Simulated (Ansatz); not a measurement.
**PtSe2 (Sudovikovite) under changes of volume**

One of the cells (20.265 Å³/atom); the others are scaled copies at fixed shape and fractional positions:

```
Pt Se
1.0
     3.72400    0.00000    0.00000
    -1.86200    3.22508    0.00000
     0.00000    0.00000    5.06200
Pt Se
1 2
Cartesian
  0.0000 0.0000 0.0000
  1.8620 1.0750 3.7965
  0.0000 2.1501 1.2655
```

| Item | Value |
| --- | --- |
| Program | Ansatz 0.2.0 |
| Functional | PBE |
| Dispersion | D3(BJ) |
| Potentials or basis | Ansatz PAW |
| Cutoff | 420 eV (not typed: the program's choice for these potentials) |
| k mesh | 8 × 8 × 5 |
| Occupations | fermi-dirac, width 0.05 eV |
| Spin | no spin polarisation |

```csv
volume (Å³/atom),energy over the lowest point (meV/atom),pressure (GPa),largest force (eV/Å)
19.049,67.15,13.4,1.500
19.455,38.09,9.7,1.180
19.860,?,?,?
20.265,5.41,3.5,0.619
20.671,0.00,0.9,0.373
21.076,0.84,-1.5,0.146
21.481,7.24,-3.6,0.062
```

Problem. What does the run at 19.860 Å³/atom give?

Solution. Energy over the lowest point 17.82 meV/atom; pressure 6.4 GPa; largest force 0.888 eV/Å.

Worked out: A Birch-Murnaghan fit of order 3 (a polynomial in V^(-2/3)) to the other rows has its minimum at 20.81 Å³/atom with B0 = V·E''(V) = 122 GPa and B' = 4.8 at fixed shape and positions, which overstates the stiffness. It gives 17.84 meV/atom at 19.860 Å³/atom, against the run's 17.82, and -dE/dV = 6.4 GPa, against 6.4.

Energies are extrapolated to zero smearing.

Caveats: pairwise dispersion overbinds metals, which lowers pressure and volume; forces of over 1 eV/Å show positions far from the minimum, so gaps and moduli don't describe the material at rest (some runs).
